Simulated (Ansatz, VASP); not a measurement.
Al in VASP and in Ansatz

```
Al
1.0
     0.00000    2.02481    2.02481
     2.02481    0.00000    2.02481
     2.02481    2.02481    0.00000
Al
1
Direct
  0.00000 0.00000 0.00000
```

Alike in both runs: task single point; functional PBEsol; k mesh 8 × 8 × 8; occupations gaussian, width 0.1 eV; no spin polarisation.

|  | VASP | Ansatz |
| --- | --- | --- |
| version | VASP 6.6.1 | Ansatz 0.2.0 |
| potentials or method | VASP PAW PBE potentials, release 64 (Al) | scalar-relativistic, plane waves, PAW |
| plane-wave cutoff (eV) | 520 | 420 |
| valence electrons in the cell | 3 | 3 |

```csv
,VASP,Ansatz,Ansatz less VASP
gap on the k mesh at the Fermi level (eV),none,none,-
pressure (GPa),-1.9,-1.9,-0.06
```

A gap of «none» marks a metal or a gap that the smearing closes. The functional is the same, so the differences come from potentials, cutoffs and numerics.

Caveats: the PAW data sets were made with another functional, which shifts forces and pressure a little (VASP).
